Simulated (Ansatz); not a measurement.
**TiO2 under changes of volume**

One of the cells (11.711 Å³/atom); the others are scaled copies at fixed shape and fractional positions:

```
Ti O
1.0
     2.70603   -2.70666    0.00000
     2.70603    2.70666    0.00000
    -2.63353    0.00000    4.79664
Ti O
2 4
Cartesian
  0.7309 -1.9807 3.5975
  2.0477 1.9807 1.1992
  0.6963 0.6563 0.8018
  2.0823 -0.6563 3.9949
  3.3990 0.6563 1.5966
  -0.6205 -0.6563 3.2001
```

The cell is a database's computed one.

* Program: Ansatz 0.2.0
* Functional: PBEsol
* Potentials or basis: all-electron LAPW, scalar-relativistic
* Cutoff: 384 eV (chosen from the basis error)
* Basis error allowed: 0.002 eV/atom
* k mesh: 8 × 8 × 6
* Occupations: fermi-dirac, width 0.05 eV
* Spin: no spin polarisation

```tsv
volume (Å³/atom)	energy over the lowest point (meV/atom)	pressure (GPa)	gap on the mesh (eV)	largest force (eV/Å)
11.008	4.89	5.9	2.16	0.138
11.242	0.00	0.9	2.12	0.096
11.476	?	?	?	?
11.711	10.17	-7.6	2.03	0.234
11.945	23.88	-11.1	1.98	0.340
12.179	42.55	-14.3	1.94	0.438
12.413	65.66	-17.2	1.90	0.530
```

**Question.** What does the run at 11.476 Å³/atom give?

**Answer.** Energy over the lowest point 2.00 meV/atom; pressure -3.6 GPa; gap on the mesh 2.07 eV; largest force 0.121 eV/Å.

Worked out: A Birch-Murnaghan fit of order 3 (a polynomial in V^(-2/3)) to the other rows has its minimum at 11.29 Å³/atom with B0 = V·E''(V) = 222 GPa and B' = 4.3 at fixed shape and positions, which overstates the stiffness. It gives 1.98 meV/atom at 11.476 Å³/atom, against the run's 2.00, and -dE/dV = -3.5 GPa, against -3.6. A straight line through the other rows of the gap, of slope -2.2 eV per unit of ln V, gives 2.07 eV, against the run's 2.07.

Energies are extrapolated to zero smearing.

A mesh can miss the band edges.
